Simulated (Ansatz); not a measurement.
# Sn under changes of volume

One of the cells (33.803 Å³/atom); the others are scaled copies at fixed shape and fractional positions:

```xyz
2
Lattice="0.0000 3.2333 3.2333 3.2333 0.0000 3.2333 3.2333 3.2333 0.0000" Properties=species:S:1:pos:R:3 pbc="T T T"
Sn    4.8500    4.8500    4.8500
Sn    3.2333    3.2333    3.2333
```

This isn't the form of Sn at room conditions, which is tetragonal (white tin).

| Property | Result |
| --- | --- |
| Program | Ansatz 0.2.0 |
| Functional | PBE |
| Potentials or basis | SPMS NC |
| Cutoff | 490 eV (not typed: the program's choice for these potentials) |
| k mesh | 7 × 7 × 7 |
| Occupations | fermi-dirac, width 0.05 eV |
| Spin | no spin polarisation |

| volume (Å³/atom) | energy over the lowest point (meV/atom) | pressure (GPa) |
| --- | --- | --- |
| 31.775 | 103.01 | 7.7 |
| 32.451 | 73.44 | 6.3 |
| 33.127 | 49.59 | 5.0 |
| 33.803 | ? | ? |
| 34.479 | 16.58 | 2.9 |
| 35.155 | 6.52 | 2.0 |
| 35.831 | 0.00 | 1.2 |

Q: What does the run at 33.803 Å³/atom give?

A: Energy over the lowest point 30.81 meV/atom; pressure 3.9 GPa.

Worked out: A Birch-Murnaghan fit of order 3 (a polynomial in V^(-2/3)) to the other rows has no minimum within the range. It gives 30.82 meV/atom at 33.803 Å³/atom, against the run's 30.81, and -dE/dV = 3.9 GPa, against 3.9.

Energies are extrapolated to zero smearing.
